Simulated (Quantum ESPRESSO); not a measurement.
## AlN under changes of volume

One of the cells (8.421 Å³/atom); the others are scaled copies at fixed shape and fractional positions:

```
CELL_PARAMETERS angstrom
0.00000 2.03452 2.03452
2.03452 0.00000 2.03452
2.03452 2.03452 0.00000
ATOMIC_POSITIONS crystal
Al 0.50000 0.50000 0.50000
N 0.00000 0.00000 0.00000
```

Measurements of this composition are mostly on another form, of space group No. 186.

| Property | Result |
| --- | --- |
| Program | Quantum ESPRESSO 7.5 |
| Functional | PBEsol |
| Potentials or basis | GBRV 1.5 PBEsol |
| Cutoff | 612 eV |
| Density cutoff | 4898 eV |
| k mesh | 11 × 11 × 11 |
| Occupations | fermi-dirac, width 0.05 eV |
| Spin | no spin polarisation |

| volume (Å³/atom) | energy over the lowest point (meV/atom) | pressure (GPa) | gap on the mesh (eV) |
| --- | --- | --- | --- |
| 7.916 | 15.44 | 13.6 | 5.02 |
| 8.085 | 4.54 | 7.2 | 4.82 |
| 8.253 | 0.00 | 1.4 | 4.62 |
| 8.421 | 1.21 | -3.8 | 4.44 |
| 8.590 | 7.63 | -8.5 | 4.26 |
| 8.758 | 18.74 | -12.7 | 4.08 |
| 8.927 | ? | ? | ? |

What does the run at 8.927 Å³/atom give?

Energy over the lowest point 34.09 meV/atom; pressure -16.5 GPa; gap on the mesh 3.91 eV.

Worked out: A Birch-Murnaghan fit of order 3 (a polynomial in V^(-2/3)) to the other rows has its minimum at 8.30 Å³/atom with B0 = V·E''(V) = 262 GPa and B' = 3.8. It gives 34.22 meV/atom at 8.927 Å³/atom, against the run's 34.09, and -dE/dV = -16.6 GPa, against -16.5. A straight line through the other rows of the gap, of slope -9.28 eV per unit of ln V, extrapolates to 3.90 eV, against the run's 3.91.

Energies are extrapolated to zero smearing.

Caveats: an odd mesh through Γ misses points on the zone boundary, where band edges often lie.
